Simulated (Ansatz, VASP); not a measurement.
HgTe in VASP and in Ansatz

```
CELL_PARAMETERS angstrom
0.00000 2.97993 2.92150
2.97993 0.00000 2.92150
2.97993 2.97993 0.00000
ATOMIC_POSITIONS crystal
Hg 0.00000 0.00000 0.00000
Te 0.50000 0.50000 0.50000
```

Change from the starting cell: equal xx and yy strain of +2 %.

Alike in both runs: task single point; functional PBE; k mesh 10 × 10 × 10; occupations fermi-dirac, width 0.08 eV; no spin polarisation.

```csv
,VASP,Ansatz
version,VASP 6.6.1,Ansatz 0.2.0
potentials or method,"VASP PAW PBE potentials, release 64 (Hg, Te), cutoff 520 eV","all-electron LAPW, scalar-relativistic"
```

|  | VASP | Ansatz | Ansatz less VASP |
| --- | --- | --- | --- |
| pressure (GPa) | 7.1 | 6.9 | -0.20 |
| largest component of the traceless stress (GPa) | 1.59 | 1.56 | -0.035 |

Ansatz ran all-electron here, so the differences hold the error of VASP's frozen core and of both bases.

Spin-orbit coupling is left out, which matters for the levels of Hg, Te.
